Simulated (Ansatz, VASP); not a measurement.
**WC: VASP beside Ansatz**

```xyz
2
Lattice="2.9005 0.0000 0.0000 -1.4503 2.5119 0.0000 0.0000 0.0000 2.8290" Properties=species:S:1:pos:R:3 pbc="T T T"
W     0.0000    0.0000    0.0000
C     1.4503    0.8373    1.4145
```

Alike in both runs: task single point; functional PBEsol; k mesh 13 × 13 × 12; occupations fermi-dirac, width 0.05 eV; no spin polarisation.

|  | VASP | Ansatz |
| --- | --- | --- |
| version | VASP 6.6.1 | Ansatz 0.2.0 |
| potentials or method | VASP PAW PBE potentials, release 64 (W_sv, C), cutoff 520 eV | all-electron LAPW, scalar-relativistic |

Ansatz gave:

| Quantity | Value |
| --- | --- |
| pressure (GPa) | -0.8 |
| largest component of the traceless stress (GPa) | 0.32 |

Question: Estimate VASP's values.

Answer: Pressure (GPa): 0.4; largest component of the traceless stress (GPa): 0.08.

Ansatz ran all-electron here, so the differences hold the error of VASP's frozen core and of both bases.

Caveats: the PAW data sets were made with another functional, which shifts forces and pressure a little (VASP). Spin-orbit coupling is left out, which matters for the levels of W.
